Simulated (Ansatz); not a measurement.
Pd:

```
Pd
1.0
     0.00000    1.94650    1.94650
     1.94650    0.00000    1.94650
     1.94650    1.94650    0.00000
Pd
1
Direct
  0.00000 0.00000 0.00000
```

Base run:

* Program: Ansatz 0.2.0
* Functional: PBE
* Potentials or basis: all-electron LAPW, scalar-relativistic
* Cutoff: 266 eV (chosen from the basis error)
* Basis error allowed: 0.001 eV/atom
* k mesh: 12 × 12 × 12
* Occupations: gaussian, width 0.1 eV
* Spin: no spin polarisation

Its results: band gap on the k mesh none (metal or under the smearing width); pressure 6.8 GPa.

Q: The run is repeated on the same cell with these changes: functional from PBE to LDA. What comes out?

A: Band gap on the k mesh none (metal or under the smearing width); pressure -8.8 GPa.

LDA binds more tightly than PBE, so the same cell stands under less pressure.
